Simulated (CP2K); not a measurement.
Pd:

```
Pd
1.0
     2.75277    0.00000    0.00000
     1.37638    2.38397    0.00000
     1.37638    0.79466    2.24762
Pd
1
Direct
  0.00000 0.00000 0.00000
```

Base run:

```yaml
Program: CP2K 2026.2
Functional: LDA
Potentials_or_basis: POTENTIAL_UZH Pd GTH-PBE-q18; TZVP-MOLOPT-PBE-GTH basis
Density_cutoff: 10204 eV
k_mesh: 12 × 12 × 12
Occupations: fermi-dirac, width 0.05 eV
Spin: no spin polarisation
```

Its results: band gap on the k mesh none (metal or under the smearing width); pressure -6.9 GPa.

The run is repeated on the same cell with these changes: functional from LDA to revPBE. What comes out?

Band gap on the k mesh none (metal or under the smearing width); pressure 12.4 GPa.

revPBE binds less tightly than LDA, so the same cell stands under more pressure.

Caveats: the potentials were made for another functional, which shifts forces and pressure; the basis of atomic orbitals isn't converged, which shifts pressures, moduli and gaps.
